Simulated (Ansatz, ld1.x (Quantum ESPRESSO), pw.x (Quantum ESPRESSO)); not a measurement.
# Pt: one change to the TM potential, in the atom and in the diamond crystal

* Element: platinum
* Generator: ld1.x (Quantum ESPRESSO) 7.5
* Type: norm-conserving Troullier–Martins (Kleinman–Bylander form)
* Functional: PBE
* Relativity: scalar-relativistic
* Frozen core: [Xe] 4f14
* Valence charge: 10
* Reference configuration: 5d9 6s1 6p0
* Partial waves: 6p (bound, empty): rc 4.05 bohr; 5d (bound): rc 1.95 bohr; 6s (bound): rc 1.75 bohr
* Local potential: the s channel
* Core correction: none

Change: all radii scaled by about 1.08 (s 1.88, p 4.36, d 2.10 bohr).

Cutoffs, loose and tight: the cutoffs (Ry, on a coarse ladder) from which the occupation-weighted sum of valence levels, in a spherical-Bessel basis at the reference potential, stays within 10 and 1 mRy of its value at 400 Ry. They do not see the model core or the augmentation charge, which bear on the density cutoff. Test errors are all-electron minus pseudo excitation energies from the reference, over the configurations 5d9 6s0 6p0; 5d8 6s0 6p0; 5d7 6s0 6p0; 5d8 6s1 6p1; 5d8 6s2 6p0; 5d6 6s0 6p0; 5d8 6s1 6p0; variants that change the core or the reference have their own tests.

Crystal test: diamond Pt in pw.x 7.5, no spin, 8³ k-points, Fermi–Dirac smearing 0.01 Ry, cutoffs set for each file from its atomic test. The reference is all-electron LAPW (Ansatz 0.2.0) with the same functional, mesh and smearing; V0 and B0 come from Birch–Murnaghan fits to the pressures at five volumes. Errors are pseudo minus all-electron; Δ is the rms difference of the E(V) curves that follow from these fits, minima aligned, over ±6 % about the mean V0. Mesh and smearing are coarse, so the numbers serve the comparison and aren't converged zero-temperature values; the lattice is a test structure that the element need not adopt.

All-electron: a0 = 5.784 Å (V0 = 24.18 Å³/atom), B0 = 111.9 GPa.

Does the change bring the crystal closer to the all-electron result?

The mean pressure error goes from +5.84 to +8.31 GPa, so the change moves the solid further from the all-electron pressures.

| quantity | base | changed |
| --- | --- | --- |
| outcome (atom) | generated | generated |
| cutoff, loose (atom) | 40 Ry | 40 Ry |
| cutoff, tight (atom) | 70 Ry | 60 Ry |
| bound ghosts (atom) | none | none |
| largest test error (meV) (atom) | -529 | -179 over the solved tests; 1 of 7 tests not solved or not reliable |
| cutoffs in pw.x (Ry) | 85/340 | 75/300 |
| a0 (Å) | 5.876 | – |
| a0 error (%) | +1.59 | – |
| B0 error (%) | -4.6 | – |
| Δ (meV/atom) | 28.2 | – |
| mean pressure error (GPa) | +5.84 | +8.31 |

A dash: not determined, or the minimum lies outside the volumes sampled.

Base: The largest radius (4.05 bohr) exceeds half the bond length (2.37 bohr), so the spheres overlap, which is one possible source of error among others. This is a poor potential for the solid. The logarithmic derivative shows an extra or strongly shifted pseudo pole above the reference energy (s near 1.58 Ry). Changed file: The largest radius (4.36 bohr) exceeds half the bond length (2.37 bohr), so the spheres overlap, which is one possible source of error among others. This is a poor potential for the solid. Atomic configuration tests: 1 of 7 tests not solved or not reliable. The atomic cutoffs weigh occupied waves only.
